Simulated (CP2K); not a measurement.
Runs of CP2K 2026.2 on La2O3. Symmetry: P321, No. 150, trigonal system. The conventional cell has a = 6.370 Å, b = 6.370 Å, c = 3.290 Å, α = 90.00°, β = 90.00°, γ = 120.00°. La (site symmetry 3) is surrounded by 6 O at 2.46 to 2.47 Å. O (site symmetry 2) has 4 La at 2.46 to 2.47 Å as nearest neighbours. The cell comes from a database or a generator and needn't be the stable form of this composition.

```tsv
level	cutoff of the non-local correlation (Ry)	gap on the mesh (eV)	pressure (GPa)	largest force (eV/Å)
WC	-	1.48	-0.8	0.04
LDA	-	(b)	-2.4	0.04
rev-vdW-DF2	300	1.43	1.0	0.05
TASK	-	(a)	8.9	0.03
revPBE	-	1.63	2.8	0.03
```

Alike in all rows: task single point; potentials or basis GTH_POTENTIALS La GTH-PBE-q11; POTENTIAL_UZH O GTH-PBE-q6; DZVP-MOLOPT-SR-GTH, DZVP-MOLOPT-PBE-GTH basis; no spin polarisation; cell as given; k mesh 5 × 5 × 8; smearing fermi-dirac 0.05 eV.

Fill in the values left out.

(a) 2.53; (b) 1.32.

Caveats: the potentials were made for another functional, which shifts forces and pressure; spin-orbit coupling is left out, which moves the levels of the heavy elements; an odd mesh through Γ misses points on the zone boundary, where band edges often lie; the basis of atomic orbitals isn't converged, which shifts pressures, moduli and gaps.

A k mesh can miss the band edges, and the runs leave out spin-orbit coupling on La.

Runs at the PBE level aren't shown here.
